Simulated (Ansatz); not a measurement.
# Si2Ni (Fm-3m) in Ansatz: further runs

Runs on Si2Ni. Level: r2SCAN. Tasks: single point, equation of state.

All numbers are computed with Ansatz 0.2.0; they aren't measurements. Logs are shortened: lines on timing, memory, paths and dates and some standing lists are left out, and cuts for length are marked.

## Step 1: The crystal as given

Symmetry: Fm-3m, No. 225, cubic system. Conventional cell: a = 5.406 Å, b = 5.406 Å, c = 5.406 Å, α = 90.00°, β = 90.00°, γ = 90.00°. Around Ni (site symmetry m-3m) lie 8 Si at 2.34 Å. Si (site symmetry -43m) is surrounded by 4 Ni at 2.34 Å.

## Step 2: Single point, r2SCAN, collinear spin, ferromagnetic start, 12.38 Å³/atom (volume scaled by 0.94)

Input file input.yaml:

```yaml
crystal:
  lattice:
    - [0.0, 2.6478212519, 2.6478212519]
    - [2.6478212519, 0.0, 2.6478212519]
    - [2.6478212519, 2.6478212519, 0.0]
  atoms:
    - { symbol: Ni, position: [0.0, 0.0, 0.0], spin: 1.0 }
    - { symbol: Si, position: [0.75, 0.75, 0.75] }
    - { symbol: Si, position: [0.25, 0.25, 0.25] }
hamiltonian:
  xc: r2scan
  pseudopotentials: { kind: paw }
magnetization:
  spin_polarized: true
kpoints:
  mp_grid: { grid: [9, 9, 9] }
scf:
  occupations: { method: fermi_dirac, width: 0.05 }
output:
  forces: true
  stress: true
  eigenvalues: true
```

Potentials or basis: Ansatz PAW.

Launch:

```bash
$ ansatz run input.yaml --threads 2 --pin off --max-ram 5632MiB --backend cpu --events-out ev --progress --plain --runs-dir out
```

The log of the run:

```text
Warning: RAYON_NUM_THREADS=2 ignored (pool sized by the plan → 2); use --threads N
Engine: ansatz 0.2.0, aarch64-unknown-linux-gnu
Pseudopotentials: kind: paw
Pseudopotential: Ni, paw, valence charge 18, recommended cutoff 500 eV (meta_gga), Ni.paw.azcp
Pseudopotential: Si, paw, valence charge 4, recommended cutoff 500 eV (meta_gga), Si.paw.azcp
Functional definition: r2SCAN
  parameter k0 = 0.174
  parameter k1 = 0.065
  parameter a1 = 4.9479
  exchange = r2scan_x(k0 = k0, k1 = k1, a1 = a1)
  correlation = r2scan_c
Crystal: 3 atoms, lattice volume = 37.128 Å³
Basis set: ecut = 500 eV, 941 PW (Γ), exchange–correlation on 120×120×120 points (64 copies of the dense FFT grid, shifted against one another)
Bands: 18, of which v1, the nominal top of the filled ones, is band 13 counted from 1 (12 counted from 0)
Symmetry: 48 space group operations
Space group: Fm-3m (ITA 225), of the structure as read, at distance tolerance 3.3e-5 Å
Magnetic group: BNS 225.116 (UNI 1618), of the structure as read, at distance tolerance 3.3e-5 Å
k-points: 35 of 729
Non-local potential: Ni, projectors of the file, l = 0: 3, l = 1: 2, l = 2: 3, l = 3: 1
Non-local potential: Si, projectors of the file, l = 0: 2, l = 1: 2, l = 2: 2
PAW form: soft (Blöchl's): semilocal exchange-correlation on the pseudo side does not see the compensation charge
PAW frozen core: Ni, regenerated for the run's functional (the file was generated under x = pbe(κ = 0.804, μ = 0.2195149727645171), c = pbe(β = 0.06672455060314922))
PAW frozen core: Si, regenerated for the run's functional (the file was generated under x = pbe(κ = 0.804, μ = 0.2195149727645171), c = pbe(β = 0.06672455060314922))
PAW one-centre angular grid: Ni, 590 points (default); XC on 160 Gauss nodes
PAW one-centre angular grid: Si, 302 points (default); XC on 160 Gauss nodes
Initial density: superposition of atomic densities (chi_scale 0.1, normalization cell)
Starting moments: Σ|m| = 1 μB on 1 of 3 sites
Initial wavefunctions: pseudopotential atomic-orbital guess
Functional: x = r2scan, c = r2scan; τ floored in thin density (d = 2e-4 eV/Å³)
SCF iter   1: F=—  HF=-7122.235776 eV  |F-HF|=—  |Δ(HF+E_count)|=         —  Δρ=6.60e-2 (↑6.60e-2 ↓3.41e-2)  dr2=1.31e0  dr2_τ=2.15e-2  dr2_m=4.78e-1  M=0.167 μB ∫|m|=0.692 μB  β_m=0.36  ethr=3.10e-3  ⟨swp⟩=6.1  Hψ=6649  notcnv=0
Mixer restart at iter 1: flushing history
preconditioner: auto → Kerker (q_TF=auto, 2.571 Å⁻¹)  [metal: Δε(μ)=0.062 eV  Ē_g=9.827 eV  σ=0.050 eV  W_gap=0.29  n_scr=14 (ndim 8)  ℏωp=25.9 eV  f_vac=0.000  D(μ)=0.72/eV (n_scr^D=0)]
spin=Collinear: Kerker preconditioning applied to the charge; magnetization (m = ρ↑ − ρ↓) channel mixes plain (no charge-response kernel on spin).
SCF iter   2: F=—  HF=-7122.421802 eV  |F-HF|=—  |Δ(HF+E_count)|=   1.86e-1  Δρ=5.09e-2 (↑2.45e-2 ↓5.09e-2)  dr2=1.21e0  dr2_τ=3.45e-3  dr2_m=3.19e-1  M=0.167 μB ∫|m|=0.539 μB  β_m=0.38  ethr=3.10e-3  ⟨swp⟩=2.6  Hψ=2590  notcnv=0  defer=27  κ⁻¹=1.0e0(r=1)
SCF iter   3: F=—  HF=-7123.006949 eV  |F-HF|=—  |Δ(HF+E_count)|=   5.85e-1  Δρ=4.30e-2 (↑2.28e-2 ↓4.30e-2)  dr2=9.59e-1  dr2_τ=1.42e-3  dr2_m=2.40e-1  M=0.153 μB ∫|m|=0.490 μB  β_m=0.30  ethr=3.10e-3  ⟨swp⟩=2.0  Hψ=1577  notcnv=0  defer=26  κ⁻¹=1.0e-2(r=2)
SCF iter   4: F=—  HF=-7124.270841 eV  |F-HF|=—  |Δ(HF+E_count)|=    1.26e0  Δρ=9.49e-3 (↑9.49e-3 ↓8.09e-3)  dr2=1.19e-1  dr2_τ=1.91e-4  dr2_m=6.45e-3  M=-0.018 μB ∫|m|=0.144 μB  β_m=0.64  ethr=3.10e-3  ⟨swp⟩=3.2  Hψ=2883  notcnv=0  defer=27  κ⁻¹=4.8e-4(r=3)
SCF iter   5: F=—  HF=-7124.299105 eV  |F-HF|=—  |Δ(HF+E_count)|=         —  Δρ=4.69e-3 (↑4.69e-3 ↓4.14e-3)  dr2=2.05e-2  dr2_τ=1.23e-4  dr2_m=1.08e-3  M=-0.009 μB ∫|m|=0.082 μB  β_m=0.32  ethr=4.59e-4  ⟨swp⟩=2.4  Hψ=2668  notcnv=0  defer=21
Mixer restart at iter 5: flushing history
SCF iter   6: F=—  HF=-7124.336334 eV  |F-HF|=—  |Δ(HF+E_count)|=   3.72e-2  Δρ=5.34e-3 (↑5.34e-3 ↓4.27e-3)  dr2=1.44e-2  dr2_τ=4.44e-5  dr2_m=6.66e-4  M=-0.005 μB ∫|m|=0.068 μB  β_m=0.32  ethr=7.89e-5  ⟨swp⟩=2.2  Hψ=1662  notcnv=0  defer=21  κ⁻¹=1.0e0(r=1)
SCF iter   7: F=—  HF=-7124.363486 eV  |F-HF|=—  |Δ(HF+E_count)|=   2.72e-2  Δρ=4.85e-3 (↑4.85e-3 ↓3.42e-3)  dr2=1.16e-2  dr2_τ=3.72e-5  dr2_m=5.53e-4  M=-0.003 μB ∫|m|=0.060 μB  β_m=0.30  ethr=5.52e-5  ⟨swp⟩=2.4  Hψ=1880  notcnv=0  defer=21  κ⁻¹=3.0e-2(r=2)
SCF iter   8: F=—  HF=-7124.420383 eV  |F-HF|=—  |Δ(HF+E_count)|=   5.69e-2  Δρ=3.56e-3 (↑3.56e-3 ↓1.34e-3)  dr2=7.29e-3  dr2_τ=8.56e-6  dr2_m=5.03e-4  M=0.002 μB ∫|m|=0.028 μB  β_m=0.30  ethr=4.47e-5  ⟨swp⟩=2.0  Hψ=2467  notcnv=0  defer=21  κ⁻¹=1.5e-3(r=3)
[... 2 lines left out ...]
SCF iter  11: F=—  HF=-7124.422797 eV  |F-HF|=—  |Δ(HF+E_count)|=   5.37e-4  Δρ=9.03e-4 (↑7.17e-4 ↓9.03e-4)  dr2=6.51e-4  dr2_τ=4.82e-7  dr2_m=3.64e-6  M=0.000 μB ∫|m|=0.001 μB  β_m=0.36  ethr=3.13e-6  ⟨swp⟩=2.3  Hψ=1811  notcnv=0  defer=21  κ⁻¹=9.2e-6(r=6)
SCF iter  12: F=—  HF=-7124.422928 eV  |F-HF|=—  |Δ(HF+E_count)|=   1.31e-4  Δρ=2.53e-4 (↑1.27e-4 ↓2.53e-4)  dr2=3.40e-5  dr2_τ=6.63e-8  dr2_m=1.85e-6  M=0.000 μB ∫|m|=0.000 μB  β_m=0.32  ethr=2.50e-6  ⟨swp⟩=1.8  Hψ=1479  notcnv=0  defer=21  κ⁻¹=7.7e-6(r=7)
SCF iter  13: F=—  HF=-7124.422974 eV  |F-HF|=—  |Δ(HF+E_count)|=   4.61e-5  Δρ=8.67e-5 (↑8.67e-5 ↓6.38e-5)  dr2=5.76e-6  dr2_τ=7.18e-9  dr2_m=6.18e-8  M=0.000 μB ∫|m|=0.000 μB  β_m=0.33  ethr=1.31e-7  ⟨swp⟩=2.3  Hψ=1810  notcnv=0  defer=21  κ⁻¹=1.8e-6(r=8)
SCF iter  14: F=—  HF=-7124.422985 eV  |F-HF|=—  |Δ(HF+E_count)|=   1.10e-5  Δρ=1.33e-5 (↑1.33e-5 ↓1.33e-5)  dr2=7.95e-8  dr2_τ=1.27e-9  dr2_m=2.72e-8  M=0.000 μB ∫|m|=0.000 μB  β_m=0.31  ethr=2.22e-8  ⟨swp⟩=2.2  Hψ=1722  notcnv=0  defer=21  κ⁻¹=4.6e-7(r=8)
SCF iter  15: F=—  HF=-7124.422989 eV  |F-HF|=—  |Δ(HF+E_count)|=   3.40e-6  Δρ=1.08e-5 (↑1.08e-5 ↓7.77e-6)  dr2=5.67e-8  dr2_τ=3.72e-10  dr2_m=2.72e-9  M=-0.000 μB ∫|m|=0.000 μB  β_m=0.30  ethr=3.06e-10  ⟨swp⟩=3.0  Hψ=2471  notcnv=0  defer=21  κ⁻¹=3.9e-8(r=8)
SCF iter  16: F=—  HF=-7124.422990 eV  |F-HF|=—  |Δ(HF+E_count)|=   8.76e-7  Δρ=3.55e-5 (↑3.54e-5 ↓3.55e-5)  dr2=1.24e-6  dr2_τ=6.04e-10  dr2_m=5.82e-10  M=-0.000 μB ∫|m|=0.000 μB  β_m=0.30  ethr=2.18e-10  ⟨swp⟩=2.0  Hψ=1964  notcnv=0  defer=21  κ⁻¹=7.2e-8(r=8)
SCF iter  17: F=—  HF=-7124.422989 eV  |F-HF|=—  |Δ(HF+E_count)|=   7.77e-8  Δρ=1.58e-6 (↑1.10e-6 ↓1.58e-6)  dr2=6.25e-10  dr2_τ=2.17e-11  dr2_m=4.23e-10  M=-0.000 μB ∫|m|=0.000 μB  β_m=0.30  ethr=2.18e-10  ⟨swp⟩=2.3  Hψ=2228  notcnv=0  defer=21  κ⁻¹=3.1e-7(r=8)
SCF iter  18: F=—  HF=-7124.422989 eV  |F-HF|=—  |Δ(HF+E_count)|=   2.64e-8  Δρ=1.04e-6 (↑1.04e-6 ↓5.92e-7)  dr2=1.97e-10  dr2_τ=3.95e-12  dr2_m=1.05e-10  M=-0.000 μB ∫|m|=0.000 μB  β_m=0.30  ethr=2.41e-12  ⟨swp⟩=2.1  Hψ=2179  notcnv=0  defer=21  κ⁻¹=1.8e-7(r=8)
SCF iter  19: F=—  HF=-7124.422989 eV  |F-HF|=—  |Δ(HF+E_count)|=   4.65e-9  Δρ=2.51e-6 (↑2.44e-6 ↓2.51e-6)  dr2=7.05e-9  dr2_τ=1.11e-11  dr2_m=5.78e-11  M=-0.000 μB ∫|m|=0.000 μB  β_m=0.30  ethr=1.00e-12  ⟨swp⟩=2.6  Hψ=4096  notcnv=0  κ⁻¹=1.4e-8(r=8)
SCF iter  20: F=-7124.422989 eV  HF=-7124.422989 eV  |F-HF|=2.03e-9  |Δ(HF+E_count)|=  9.73e-11  Δρ=1.63e-6 (↑1.63e-6 ↓1.62e-6)  dr2=2.78e-9  dr2_τ=2.35e-12  dr2_m=2.26e-12  M=-0.000 μB ∫|m|=0.000 μB  ethr=1.00e-12  ⟨swp⟩=3.0  Hψ=3264  notcnv=0
SCF 1 converged in 20 iterations: F = -7124.422989 eV  dr2 = 2.78e-9
WARN: the starting moments were not kept: the SCF closed with an absolute magnetisation of 4.6e-6 μB, where they sum to 1 μB in size (1 site). That is at most 0.1 of that sum. Measured as dr2_m measures the in/out step, that magnetisation stands 1.7e-11 eV from none, at or under the dr2_threshold of 1.0e-7 eV: it is no larger than a step whose dr2_m would equal this threshold. The system may hold no moment; this SCF shows only that its start led to no more than that. To try another start: raise the starting moments (crystal.atoms[].spin, magnetization.per_species, magnetization.initial_magnetization, or on a non-collinear deck that types none of these the spinor_matrix: blocks that start its atoms; where the total moment is fixed, keep their sum and leave initial_magnetization as it is; typed ones take the place of any that the run laid by itself, positive ones on a crystal's lanthanoids without a Hubbard term where scf.initial_density.shell_occupations: [] is typed) or, if the notice of its spin-set hold's release reads "site moments contracting" or "site moments show no strong build", lengthen the hold (scf.mixing.spin_hold: { on: { confirm: 4 } }; for m-r²SCAN on two components see the key's manual first). Each may lead to a state that holds a moment. A second SCF, from the converged charge density, with the starting moments and any scf.initial_density.shell_occupations laid on it anew, would have followed, and was not run: the deck does not ask for one (magnetization.retry_lost_moments is false, the default). To let it run, set magnetization.retry_lost_moments: true and run the deck again, where that key's refused combinations let it; where memory then withholds it, that run's warning says so.
this state was not tested for a lower state beside it, because the mixer in use, unlike msr1, does not test its closes by its own steps (another_mixer; see scf.mixing.algorithm and scf.lower_state_search)
SCF converged after 20 iterations
Magnetization: -0.0000 μB (13.0000 up, 13.0000 down)
Absolute magnetization: 0.0000 μB (∫|ρ↑−ρ↓|, with the PAW one-centre terms)
Spin contamination: 0.0000 ħ² per cell (⟨S²⟩ above its minimum at these occupations)
Per-site moments (μB) at R_I (Å): [(-1.8372173482002905e-6, 0.9458956933906076), (-2.760331156949996e-7, 0.9458956933906076), (-2.7603311568277297e-7, 0.9458956933906076)]
Free energy (F): -7124.422989 eV
Harris-Foulkes:  -7124.422989 eV  (|F-HF|=2.03e-9)
Internal energy: -7124.415225 eV  (E = F + TS)
E sigma→0 (E₀):  -7124.419107 eV
Entropy (-TS):   -0.007765 eV (-2.588 meV/atom)
Fermi energy:    14.465923 eV
--- Per-component energies (eV) ---
  E_band       = -350.066769
  E_kinetic    = 374.784456
  E_local      = -4829.330499  (includes V_loc(G=0)·N_el)
  E_nonlocal   = 680.398999
  E_hartree    = 2096.520951
  E_xc         = -187.849833
  E_vxc        = -226.501947  (∫ρ·V_xc dr)
  E_paw        = -2677.959140  (= ΣΔE_a)
  E_vpaw       = -556.197489  (= ΣTr[D̂ρ^β])
  E_aug_tail   = 0.000237  (compensation charges beyond the density's cutoff)
  E_vtau       = 13.732749  (kinetic-family band-sum trace: ∫τ·v_τ [+ j·A + Jᵃ·Aᵃ] dr)
  E_ewald      = -2580.527461
  E_core_change = -0.452935  (= ΣΔE_core)
  E_smearing   = -0.007765  (= −TS)
  E_closure    = -0.000000  (closes the sum)
  Σ components = -7124.422989   (vs F -7124.422989, Δ=0.00e0)
--- Forces (eV/Å), atoms counted from 1 ---
  atom   1  Ni    -0.00000000     0.00000000    -0.00000000
  atom   2  Si    -0.00000000    -0.00000000     0.00000000
  atom   3  Si     0.00000000     0.00000000    -0.00000000
  max |Σ_I F_I| component: 1.85e-17 eV/Å
--- Stress (GPa, compression-positive) ---
        8.968754       0.000000       0.000000
        0.000000       8.968754      -0.000000
        0.000000       0.000000       8.968754
  P = ⅓ Tr σ = 8.9688 GPa (89.688 kbar)
--- Band table (eV; the first three rows and the last of 70) ---
  k-point 0 ↑: bands = ["-94.2774", "-53.1957", "-53.1957", "-53.1957", "-0.8526", "8.4629", "8.4629", "8.4629", "10.2767", "10.2767", "15.0043", "16.2542", "16.2542", "16.2542", "16.5574", "16.5574", "16.5574", "19.6425"]
  k-point 1 ↑: bands = ["-94.2774", "-53.1958", "-53.1957", "-53.1957", "-0.6505", "8.1120", "8.5272", "8.5272", "10.2410", "10.2410", "13.7936", "15.3218", "15.3218", "15.5473", "17.4807", "17.4807", "18.6570", "18.9089"]
  k-point 2 ↑: bands = ["-94.2774", "-53.1963", "-53.1957", "-53.1957", "-0.0507", "7.1058", "8.6865", "8.6865", "10.1940", "10.1940", "11.9319", "14.3243", "14.3243", "16.0168", "17.2021", "17.2021", "18.5720", "19.7023"]
  k-point 34 ↓: bands = ["-94.2774", "-53.1968", "-53.1966", "-53.1962", "4.0222", "4.9358", "6.7679", "6.9851", "9.9384", "10.1267", "10.4379", "10.7345", "11.5611", "16.3943", "17.2298", "18.9635", "20.8190", "23.4862"]
```

Run time: 7.9 s. Hardware: 2 threads of Arm Neoverse V1, shared host; peak memory 0.46 GiB.

What came out:

```
Free energy            : -7124.4230 eV
Pressure               : 9.0 GPa
Band gap on the k mesh : none (metal or under the smearing width)
Net moment             : 0.00 μB per cell
Absolute moment        : 0.00 μB per cell
```

Caveat: the magnetic or orbital state may not be the lowest; the PAW data sets come from PBE, with cores solved anew for the run's functional, which leaves a small shift of forces and pressure; the starting moments weren't kept.

[end of part 1 of 2]
